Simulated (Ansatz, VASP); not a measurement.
**GaN: VASP beside Ansatz**

```
Ga N
1.0
     3.21800    0.00000    0.00000
    -1.60900    2.78687    0.00000
     0.00000    0.00000    5.24302
Ga N
2 2
Direct
  0.33333 0.66667 0.00005
  0.66667 0.33333 0.50005
  0.33333 0.66667 0.37675
  0.66667 0.33333 0.87675
```

Alike in both runs: functional PBE; k mesh 8 × 8 × 5; no spin polarisation.

Ansatz relaxed the structure, and its values are those at the end. VASP's run is a single point on that final structure, the one shown.

```csv
,VASP,Ansatz
version,VASP 6.6.1,Ansatz 0.2.0
potentials or method,"VASP PAW PBE potentials, release 64 (Ga_d, N)","scalar-relativistic, plane waves, PAW"
plane-wave cutoff (eV),520,480
occupations,"gaussian, width 0.01 eV",fixed
valence electrons in the cell,36,36
```

|  | VASP | Ansatz | Ansatz less VASP |
| --- | --- | --- | --- |
| gap on the k mesh at the Fermi level (eV) | 1.72 | 1.71 | -0.004 |
| least direct gap on the mesh (eV) | 1.72 | 1.71 | -0.004 |
| pressure (GPa) | 0.2 | 0.0 | -0.15 |

PBE gaps usually lie below the measured ones, often by a third to a half.
